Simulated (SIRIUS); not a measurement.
## W: single point with PBEsol

Crystal: W.

```xyz
1
Lattice="-1.5823 1.5823 1.5823 1.5823 -1.5823 1.5823 1.5823 1.5823 -1.5823" Properties=species:S:1:pos:R:3 pbc="T T T"
W     0.0000    0.0000    0.0000
```

| Quantity | Value |
| --- | --- |
| Program | SIRIUS 7.12.0 |
| Task | single point |
| Functional | PBEsol |
| Potentials or basis | PseudoDojo 0.4.1 PBE standard (scalar relativistic) |
| Cutoff | 1030 eV |
| Density cutoff | 4119 eV |
| k mesh | 12 × 12 × 12 |
| Occupations | fermi-dirac, width 0.05 eV |
| Spin | no spin polarisation |

```yaml
Pressure: -2.1 GPa
Band_gap_on_the_k_mesh: none (metal or under the smearing width)
```

It took 20 s on 1 thread of Intel(R) Xeon(R) Platinum 8375C CPU @ 2.90GHz (Ice Lake) (shared host), peak memory 0.22 GiB.

Caveat: the potentials were made for another functional, which shifts forces and pressure. The run has no spin-orbit coupling, so splittings on W are missing.
